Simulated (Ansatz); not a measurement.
Data:

```xyz
2
Lattice="0.0000 2.9965 2.9965 2.9965 0.0000 2.9965 2.9965 2.9965 0.0000" Properties=species:S:1:pos:R:3 pbc="T T T"
Te     4.4947     4.4947     4.4947
Zn     0.0000     0.0000     0.0000
```

No spin polarisation.

Calculations: r2SCAN in Ansatz (plane waves to 500 eV, PAW, spin-orbit coupling left out). Γ-centred 9×9×9 mesh, Fermi–Dirac width 0.05 eV.

### Question
Predict the space group, band gap, electron mass and hole mass.

### Answer
The space group is F-43m (No. 216) and the band gap comes out as 2.10 eV. The electron mass comes out as 0.12 mₑ (at Γ) and the hole mass (degenerate bands, along [100]) is 0.12, 0.41, 0.41 mₑ (at Γ).

With Te present, leaving out spin-orbit coupling can change the band edges. The cells carry an imposed strain or load. Masses are band curvatures over ±0.01 Å⁻¹ around the edge. No phonon test of stability was made. The cell was made from ZnTe in the zinc blende structure (space group F-43m, No. 216) by this change: isotropic strain −1.97 %.

Ansatz is a first-principles code.
